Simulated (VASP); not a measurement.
# Br2 in VASP: a series of runs

One molecule, Br2, is run at these levels: PBE+D3(BJ), PBE, RPBE, RPBE+D3(BJ); tasks: relaxation of the atoms, single point.

All numbers are computed with VASP 6.6.1; they aren't measurements. Logs are shortened: lines on timing, memory, paths and dates and some standing lists are left out, and cuts for length are marked.

## Step 1: The structure

The cell holds a molecule in a box, 2 atoms: a = 12.472 Å, b = 12.972 Å, c = 13.472 Å, α = 90.00°, β = 90.00°, γ = 90.00°.

## Step 2: Relaxation of the atoms, PBE+D3(BJ)

INCAR

```
SYSTEM = Br
PREC = Accurate ; ENCUT = 400
EDIFF = 1E-6 ; ISMEAR = 0
SIGMA = 0.01 ; LREAL = .False.
LASPH = .True. ; NELM = 60
ALGO = Fast ; ISIF = 2
LWAVE = .False. ; LCHARG = .False.
GGA = PE ; IVDW = 12
IBRION = 2 ; NSW = 120
EDIFFG = -0.03 ; ISYM = 0
```

KPOINTS

```
Automatic mesh
0
Gamma
  1 1 1
  0 0 0
```

POSCAR

```
Br
1.0
   12.4722938544      0.0000000000      0.0000000000
    0.0000000000     12.9722938544      0.0000000000
    0.0000000000      0.0000000000     13.4722938544
Br
2
Selective dynamics
Direct
    0.5078502952      0.4603059264      0.5731981456  F F F
    0.4921497048      0.5474028105      0.4268018544  T T T
```

Potentials or basis: VASP PAW PBE potentials, release 64 (Br).

Command:

```console
cat potpaw_PBE.64/Br/POTCAR > POTCAR
mpirun -np 4 vasp_gam > vasp.out
```

OUTCAR:

```text
SYSTEM = Br
   PREC = Accurate
   ENCUT = 400
   EDIFF = 1E-6
   ISMEAR = 0
   LREAL = .False.
   LASPH = .True.
   NELM = 60
   ISIF = 2
   GGA = PE
   IVDW = 12
   IBRION = 2
   NSW = 120
   EDIFFG = -0.03
   ISYM = 0
 IVDW          = 12

 ion  position               nearest neighbor table
   1  0.508  0.460  0.573-   2 2.28
   2  0.492  0.547  0.427-   1 2.28

IMPORTANT INFORMATION: All symmetrisations will be switched off!
NOSYMM: (Re-)initialisation of all symmetry stuff for point group C_1.

----------------------------------------------------------------------------------------

                                     Primitive cell

  volume of cell :    2179.7398

  direct lattice vectors                    reciprocal lattice vectors
    12.472293854  0.000000000  0.000000000     0.080177713  0.000000000  0.000000000
     0.000000000 12.972293854  0.000000000     0.000000000  0.077087369  0.000000000
     0.000000000  0.000000000 13.472293854     0.000000000  0.000000000  0.074226409

  length of vectors
    12.472293854 12.972293854 13.472293854     0.080177713  0.077087369  0.074226409

  position of ions in fractional coordinates (direct lattice)
     0.507850295  0.460305926  0.573198146
     0.492149705  0.547402811  0.426801854

  ion indices of the primitive-cell ions
   primitive index   ion index
                 1           1
                 2           2

----------------------------------------------------------------------------------------

 KPOINTS: Automatic mesh

Automatic generation of k-mesh.
 Grid dimensions read from file:
 generate k-points for:    1    1    1

 Generating k-lattice:

  Cartesian coordinates                     Fractional coordinates (reciprocal lattice)
     0.080177713  0.000000000  0.000000000     1.000000000  0.000000000  0.000000000
     0.000000000  0.077087369  0.000000000     0.000000000  1.000000000  0.000000000
     0.000000000  0.000000000  0.074226409     0.000000000  0.000000000  1.000000000

  Length of vectors
     0.080177713  0.077087369  0.074226409

  Shift w.r.t. Gamma in fractional coordinates (k-lattice)
     0.000000000  0.000000000  0.000000000

 Subroutine IBZKPT returns following result:
 ===========================================

 Found      1 irreducible k-points:

 Following reciprocal coordinates:
            Coordinates               Weight
  0.000000  0.000000  0.000000      1.000000
   k-points           NKPTS =      1   k-points in BZ     NKDIM =      1   number of bands    NBANDS=     12
   number of dos      NEDOS =    301   number of ions     NIONS =      2
   total plane-waves  NPLWV = 680400
   dimension x,y,z NGX =    84 NGY =   90 NGZ =   90
   dimension x,y,z NGXF=   168 NGYF=  180 NGZF=  180
   ions per type =               2
   NGX,Y,Z   is equivalent  to a cutoff of  11.20, 11.53, 11.11 a.u.
   NGXF,Y,Z  is equivalent  to a cutoff of  22.39, 23.07, 22.21 a.u.
 SYSTEM =  Br
   PREC   = accura    normal or accurate (medium, high low for compatibility)
   ISTART =      0    job   : 0-new  1-cont  2-samecut
   ICHARG =      2    charge: 1-file 2-atom 10-const
   ISPIN  =      1    spin polarized calculation?
   LNONCOLLINEAR =      F non collinear calculations
   LSORBIT =      F    spin-orbit coupling
   LASPH  =      T    aspherical Exc in radial PAW
   ENCUT  =  400.0 eV  29.40 Ry    5.42 a.u.  20.34 21.15 21.97*2*pi/ulx,y,z
   NELM   =     60;   NELMIN=  2; NELMDL= -5     # of ELM steps
   EDIFF  = 0.1E-05   stopping-criterion for ELM
   LREAL  =      F    real-space projection
   EDIFFG = -.3E-01   stopping-criterion for IOM
   NSW    =    120    number of steps for IOM
   IBRION =      2    ionic relax: 0-MD 1-quasi-New 2-CG
   NFREE  =      1    steps in history (QN), initial steepest desc. (CG)
   ISIF   =      2    stress and relaxation
   ISYM   =      0    0-nonsym 1-usesym 2-fastsym
   POTIM  = 0.5000    time-step for ionic-motion
   TEBEG  =    0.0;   TEEND  =   0.0 temperature during run
   PSTRESS=    0.0 pullay stress
   NELECT =      14.0000    total number of electrons
   NUPDOWN=      -1.0000    fix difference up-down
   EMIN   =  10.00;   EMAX   =-10.00  energy-range for DOS
   EFERMI =   0.00;   METHOD = LEGACY
   ISMEAR =     0;   SIGMA  =   0.01  broadening in eV -4-tet -1-fermi 0-gaus
   EFERMI_NEDOS =   21; number of points for ismear=-14 and -15
   IALGO  =     68    algorithm
   IMIX   =      4    mixing-type and parameters
     AMIX     =   0.40;   BMIX     =  1.00
     AMIX_MAG =   1.60;   BMIX_MAG =  1.00
  volume/ion in A,a.u.               =    1089.87      7354.81
  Fermi-wavevector in a.u.,A,eV,Ry     =   0.304310  0.575062  1.259960  0.092604
  Thomas-Fermi vector in A             =   1.176283
   LORBIT       =      0    0 simple, 1 ext, 2 COOP (PROOUT), +10 PAW based schemes
   GGA     = PE    functional components
   LHFCALC =     F    Hartree Fock is set to
   AEXX    =    0.0000 exact exchange contribution
   IVDW    =    12    specifies the selected vdW correction
   LEPSILON=     F    determine dielectric tensor
   LRPA    =     F    only Hartree local field effects (RPA)
 conjugate gradient relaxation of ions
 non-spin polarized calculation
 RMM-DIIS sequential band-by-band and
 Gauss-broadening in eV      SIGMA  =   0.01
  energy-cutoff  :      400.00
  volume of cell :     2179.74
 maximum number of plane-waves:     19819
 NGX is ok and might be reduce to    84
   NGX = 41   NGY = 43   NGZ = 43

--------------------------------------- Ionic step        1  -------------------------------------------

 number of electron      14.0000000 magnetization

 Free energy of the ion-electron system (eV)
  ---------------------------------------------------
  ext. energy  EPLUGINS =         0.00000000
  ---------------------------------------------------
  free energy    TOTEN  =        -3.01765722 eV

  energy without entropy =       -3.01765722  energy(sigma->0) =       -3.01765722

------------------------ aborting loop because EDIFF is reached ----------------------------------------

 Edisp (eV)   -0.03529

 E8    (eV) :    -0.0158

  FORCE on cell =-STRESS in cart. coord.  units (eV):
  Direction    XX          YY          ZZ          XY          YZ          ZX
  --------------------------------------------------------------------------------------
  -------------------------------------------------------------------------------------
  Total      -0.01611     0.19055     0.62669    -0.03711    -0.37325     0.06475
  in kB      -0.01184     0.14006     0.46063    -0.02728    -0.27435     0.04759
  external pressure =        0.20 kB  Pullay stress =        0.00 kB

 VOLUME and BASIS-vectors are now :
 -----------------------------------------------------------------------------
  energy-cutoff  :      400.00
  volume of cell :     2179.74
      direct lattice vectors                 reciprocal lattice vectors
    12.472293854  0.000000000  0.000000000     0.080177713  0.000000000  0.000000000
     0.000000000 12.972293854  0.000000000     0.000000000  0.077087369  0.000000000
     0.000000000  0.000000000 13.472293854     0.000000000  0.000000000  0.074226409

 POSITION                                       TOTAL-FORCE (eV/Angst)
 -----------------------------------------------------------------------------------
      6.33406      5.97122      7.72229         0.032635     -0.190004      0.330565
      6.13824      7.10107      5.75000        -0.032635      0.190004     -0.330565
 -----------------------------------------------------------------------------------
    total drift:                               -0.000171     -0.000284     -0.000090

  FREE ENERGIE OF THE ION-ELECTRON SYSTEM (eV)
  ---------------------------------------------------
  free  energy   TOTEN  =        -3.0529446183 eV

  energy  without entropy=       -3.0529446183  energy(sigma->0) =       -3.05294462

--------------------------------------- Ionic step        2  -------------------------------------------

 number of electron      13.9999997 magnetization

------------------------ aborting loop because EDIFF is reached ----------------------------------------

 Edisp (eV)   -0.03525

 E8    (eV) :    -0.0158

  FORCE on cell =-STRESS in cart. coord.  units (eV):
  Direction    XX          YY          ZZ          XY          YZ          ZX
  --------------------------------------------------------------------------------------
  -------------------------------------------------------------------------------------
  Total      -0.02187     0.02989     0.13922    -0.00936    -0.09431     0.01639
  in kB      -0.01607     0.02197     0.10233    -0.00688    -0.06932     0.01205
  external pressure =        0.04 kB  Pullay stress =        0.00 kB

 VOLUME and BASIS-vectors are now :
 -----------------------------------------------------------------------------
  energy-cutoff  :      400.00
  volume of cell :     2179.74
      direct lattice vectors                 reciprocal lattice vectors
    12.472293854  0.000000000  0.000000000     0.080177713  0.000000000  0.000000000
     0.000000000 12.972293854  0.000000000     0.000000000  0.077087369  0.000000000
     0.000000000  0.000000000 13.472293854     0.000000000  0.000000000  0.074226409

 POSITION                                       TOTAL-FORCE (eV/Angst)
 -----------------------------------------------------------------------------------
      6.33406      5.97122      7.72229         0.007923     -0.047895      0.082715
      6.13666      7.11024      5.73405        -0.007923      0.047895     -0.082715
 -----------------------------------------------------------------------------------
    total drift:                                0.000024     -0.000508      0.000000

  FREE ENERGIE OF THE ION-ELECTRON SYSTEM (eV)
  ---------------------------------------------------
  free  energy   TOTEN  =        -3.0573073698 eV

  energy  without entropy=       -3.0573073698  energy(sigma->0) =       -3.05730737

--------------------------------------- Ionic step        3  -------------------------------------------

 number of electron      13.9999996 magnetization

 Free energy of the ion-electron system (eV)
  ---------------------------------------------------
  ext. energy  EPLUGINS =         0.00000000
  ---------------------------------------------------
  free energy    TOTEN  =        -3.02237346 eV

  energy without entropy =       -3.02237346  energy(sigma->0) =       -3.02237346

 E-fermi :  -6.5495     XC(G=0):  -0.5400

 val. band max:       -6.6513036722   @ k =   0.0000   0.0000   0.0000
 cond. band min:      -4.4441900632   @ k =   0.0000   0.0000   0.0000
 fundamental gap:      2.2071136089
 Fermi energy:        -6.5495317693

 k-point     1 :       0.0000    0.0000    0.0000
  band No.  band energies     occupation
      1     -21.7883      2.00000
      2     -19.0002      2.00000
      3     -10.6481      2.00000
      4      -8.6424      2.00000
      5      -8.6420      2.00000
      6      -6.6516      2.00000
      7      -6.6513      2.00000
      8      -4.4442      0.00000
      9      -0.4212      0.00000
     10       0.5139      0.00000
     11       0.5454      0.00000
     12       0.7237      0.00000

------------------------ aborting loop because EDIFF is reached ----------------------------------------

 Edisp (eV)   -0.03524

 E8    (eV) :    -0.0158

  FORCE on cell =-STRESS in cart. coord.  units (eV):
  Direction    XX          YY          ZZ          XY          YZ          ZX
  --------------------------------------------------------------------------------------
  -------------------------------------------------------------------------------------
  Total      -0.02327    -0.02547    -0.03037     0.00027     0.00306    -0.00054
  in kB      -0.01711    -0.01872    -0.02232     0.00020     0.00225    -0.00040
  external pressure =       -0.02 kB  Pullay stress =        0.00 kB

 VOLUME and BASIS-vectors are now :
 -----------------------------------------------------------------------------
  energy-cutoff  :      400.00
  volume of cell :     2179.74
      direct lattice vectors                 reciprocal lattice vectors
    12.472293854  0.000000000  0.000000000     0.080177713  0.000000000  0.000000000
     0.000000000 12.972293854  0.000000000     0.000000000  0.077087369  0.000000000
     0.000000000  0.000000000 13.472293854     0.000000000  0.000000000  0.074226409

 POSITION                                       TOTAL-FORCE (eV/Angst)
 -----------------------------------------------------------------------------------
      6.33406      5.97122      7.72229        -0.000659      0.001674     -0.003724
      6.13609      7.11359      5.72822         0.000659     -0.001674      0.003724
 -----------------------------------------------------------------------------------
    total drift:                                0.000020     -0.000557     -0.000096

  FREE ENERGIE OF THE ION-ELECTRON SYSTEM (eV)
  ---------------------------------------------------
  free  energy   TOTEN  =        -3.0576146785 eV

  energy  without entropy=       -3.0576146785  energy(sigma->0) =       -3.05761468

 reached required accuracy - stopping structural energy minimisation
```

Run time: 32 s. Hardware: 4 MPI ranks of Intel Xeon 6975P-C (Granite Rapids), shared host; peak memory 0.44 GiB.

Results:

```yaml
Free_energy: -3.0576 eV
Energy_gained_by_relaxing: 2.3 meV/atom
Ionic_steps: 3
Gap_between_the_frontier_levels: 2.21 eV
Dispersion_energy_per_atom: -0.018 eV
```

The path:
```tsv
step	energy change (eV)	largest force (eV/Å)	pressure (GPa)
1	0.0000	0.3827	0.02
2	-0.0044	0.0959	0.00
3	-0.0047	0.0041	0.00
```

Final structure:
```yaml
crystal:
  lattice:
    - [12.47229, 0.00000, 0.00000]
    - [0.00000, 12.97229, 0.00000]
    - [0.00000, 0.00000, 13.47229]
  atoms:
    - { symbol: Br, position: [0.50785, 0.46031, 0.57320] }
    - { symbol: Br, position: [0.49198, 0.54837, 0.42519] }
```

A hybrid or GW would open this gap; PBE tends to underestimate it.

## Step 3: Single point, PBE

INCAR

```
ALGO = Fast ; EDIFF = 1E-6
ENCUT = 400 ; GGA = PE
ISIF = 2 ; ISMEAR = 0
ISYM = 0 ; LASPH = True
LCHARG = False ; LREAL = False
LWAVE = False ; NELM = 60
PREC = Accurate ; SIGMA = 0.01
```

KPOINTS

```
k-points
0
Gamma
  1 1 1
```

POSCAR

```
Br                                      
1.0
   12.4722938544      0.0000000000      0.0000000000
    0.0000000000     12.9722938544      0.0000000000
    0.0000000000      0.0000000000     13.4722938544
  Br            
     2
Selective dynamics
Direct
     0.5078502952000008    0.4603059263999967    0.5731981456000028   F   F   F
     0.4919773384325052    0.5483676664406775    0.4251855135840616   T   T   T
```

Potentials or basis: VASP PAW PBE potentials, release 64 (Br).

Command:

```console
cat potpaw_PBE.64/Br/POTCAR > POTCAR
mpirun -np 4 vasp_gam > vasp.out
```

Run time: 22 s. Hardware: 4 MPI ranks of Intel Xeon 6975P-C (Granite Rapids), shared host; peak memory 0.43 GiB.

The run converged. Its results:

```yaml
Free_energy: -3.0224 eV
Gap_between_the_frontier_levels: 2.21 eV
```

Levels at points of the mesh, in eV from the valence-band top:
```
           k point  band 5  band 6  band 7  band 8  band 9  band 10
(0.00, 0.00, 0.00)   -1.99    0.00    0.00    2.21    6.23     7.18
```

## Step 4: Single point, RPBE

INCAR, as its differences from that of step 3:

```diff
@@ -1,3 +1,3 @@
 ALGO = Fast ; EDIFF = 1E-6
-ENCUT = 400 ; GGA = PE
+ENCUT = 400 ; GGA = RP
 ISIF = 2 ; ISMEAR = 0
```

KPOINTS is that of step 3.

POSCAR is that of step 3.

Command:

```console
cat potpaw_PBE.64/Br/POTCAR > POTCAR
mpirun -np 4 vasp_gam > vasp.out
```

Run time: 20 s. Hardware: 4 MPI ranks of Intel Xeon 6975P-C (Granite Rapids), shared host; peak memory 0.43 GiB.

The run converged. Its results:

```
Free energy                     : -2.8493 eV
Largest force                   : 0.159 eV/Å
Gap between the frontier levels : 2.25 eV
```

Forces on the atoms (eV/Å):
```
Br   0.013 -0.079  0.137
Br  -0.013  0.079 -0.137
```

Levels at points of the mesh, in eV from the valence-band top:
| k point | band 3 | band 4 | band 5 | band 6 | band 7 | band 8 | band 9 | band 10 | band 11 | band 12 |
| --- | --- | --- | --- | --- | --- | --- | --- | --- | --- | --- |
| (0.00, 0.00, 0.00) | -3.97 | -1.98 | -1.98 | 0.00 | 0.00 | 2.25 | 6.13 | 7.11 | 7.13 | 7.26 |

Caveat: the PAW data sets were made with another functional, which shifts forces and pressure a little.

## Step 5: Single point, RPBE+D3(BJ)

INCAR

```
ALGO = Fast ; EDIFF = 1E-6
ENCUT = 400 ; GGA = RP
ISIF = 2 ; ISMEAR = 0
ISYM = 0 ; IVDW = 12
LASPH = True ; LCHARG = False
LREAL = False ; LWAVE = False
NELM = 60 ; PREC = Accurate
SIGMA = 0.01
```

KPOINTS is that of step 4.

POSCAR is that of step 4.

Command:

```console
cat potpaw_PBE.64/Br/POTCAR > POTCAR
mpirun -np 4 vasp_gam > vasp.out
```

Run time: 20 s. Hardware: 4 MPI ranks of Intel Xeon 6975P-C (Granite Rapids), shared host; peak memory 0.43 GiB.

It converged, with:

- Free energy: -3.2524 eV
- Largest force: 0.046 eV/Å
- Gap between the frontier levels: 2.25 eV
- Dispersion energy per atom: -0.202 eV

Forces in eV/Å, atoms in the order of the input:
```
Br  -0.004  0.022 -0.040
Br   0.004 -0.022  0.040
```

Levels at points of the mesh, in eV from the valence-band top:
```csv
k point,band 4,band 5,band 6,band 7,band 8,band 9,band 10,band 11
"(0.00, 0.00, 0.00)",-1.98,-1.98,0.00,0.00,2.25,6.13,7.11,7.13
```

Caveat: the PAW data sets were made with another functional, which shifts forces and pressure a little.

## Step 6: The runs side by side

| task | level | cell | atoms held fixed (from 0) | gap on the mesh (eV) | largest force (eV/Å) |
| --- | --- | --- | --- | --- | --- |
| relaxation of the atoms | PBE+D3(BJ) | atoms relaxed | [0] | 2.21 | - |
| single point | PBE | as given | - | 2.21 | - |
| single point | RPBE | as given | - | 2.25 | 0.16 |
| single point | RPBE+D3(BJ) | as given | - | 2.25 | 0.05 |

Alike in all rows: potentials or basis VASP PAW PBE potentials, release 64 (Br); no spin polarisation; k mesh 1 × 1 × 1; cutoff (eV) 400; smearing gaussian 0.01 eV.

On the cell as given the gap runs from 2.21 eV (PBE) to 2.25 eV (RPBE).

Caveats: the PAW data sets were made with another functional, which shifts forces and pressure a little (some runs).

Absolute energies hang on the potentials; compare differences alone.
